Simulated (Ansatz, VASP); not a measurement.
One calculation of PtSe, two programs

```
Pt Se
1.0
     3.84994    0.00000    0.00000
    -1.92497    3.33415    0.00000
     0.00000    0.00000    7.09646
Pt Se
2 2
Direct
  0.33333 0.66667 0.01263
  0.66667 0.33333 0.51263
  0.33333 0.66667 0.36337
  0.66667 0.33333 0.86337
```

Alike in both runs: functional PBE; k mesh 10 × 10 × 6; occupations fermi-dirac, width 0.03 eV; no spin polarisation.

Ansatz relaxed the structure, and its values are those at the end. VASP's run is a single point on that final structure, the one shown.

|  | VASP | Ansatz |
| --- | --- | --- |
| version | VASP 6.6.1 | Ansatz 0.2.0 |
| potentials or method | VASP PAW PBE potentials, release 64 (Pt, Se) | PAW with Ansatz's default frozen-core files, scalar-relativistic |
| plane-wave cutoff (eV) | 520 | 420 |
| valence electrons in the cell | 32 | 68 |

```csv
,VASP,Ansatz,Ansatz less VASP
pressure (GPa),0.0,0.0,0.00
rms of the force components (eV/Å),0.003,0.001,-0.0024
```

The two sets of potentials don't hold the same shells in valence.

Spin-orbit coupling is left out, which matters for the levels of Pt.
